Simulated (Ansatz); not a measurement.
# BN (P6_3/mmc), random displacements

The calculation used DFT r2SCAN, scalar-relativistic, plane waves, PAW in Ansatz. Cutoff 500 eV, Γ-centred 12×12×4 k-points, Gaussian smearing of 0.05 eV. No spin polarisation. Energies are free energies at this smearing, counted from the undisturbed cell; pressure is positive in compression.

Zero of the scan (as given, not relaxed at this level):

```
B N
1.0
     2.50399    0.00000    0.00000
    -1.25200    2.16852    0.00000
     0.00000    0.00000    6.66120
B N
2 2
Direct
  0.33333 0.66667 0.25000
  0.66667 0.33333 0.75000
  0.33333 0.66667 0.75000
  0.66667 0.33333 0.25000
```

The cell holds layers and no dispersion correction was added, so their binding is poorly described.

The atoms are displaced (Å, in the unstrained cell):

```csv
atom,ux,uy,uz
B1,-0.032,0.045,-0.032
B2,0.015,-0.052,0.026
N3,0.039,0.003,0.027
N4,-0.023,0.004,-0.022
```

The cell is not strained.

(1) What are the energy change, the stress and the forces?

## Answers

(1) ΔE = 29.8 meV/atom; stress (xx, yy, zz, yz, xz, xy; compression positive) (-5.20, 5.77, 0.88, 0.07, -0.01, -0.69) GPa; gap on the mesh 4.53 eV.
```tsv
atom	Fx (eV/Å)	Fy	Fz
B1	0.33	-1.85	0.16
B2	0.83	2.49	-0.01
N3	-0.83	-2.49	-0.02
N4	-0.33	1.85	-0.12
```

Cost: 1 run of about 0.83 core-minutes, on Intel Xeon Processor @ 2.50GHz (Skylake/Cascade Lake) (shared hosts).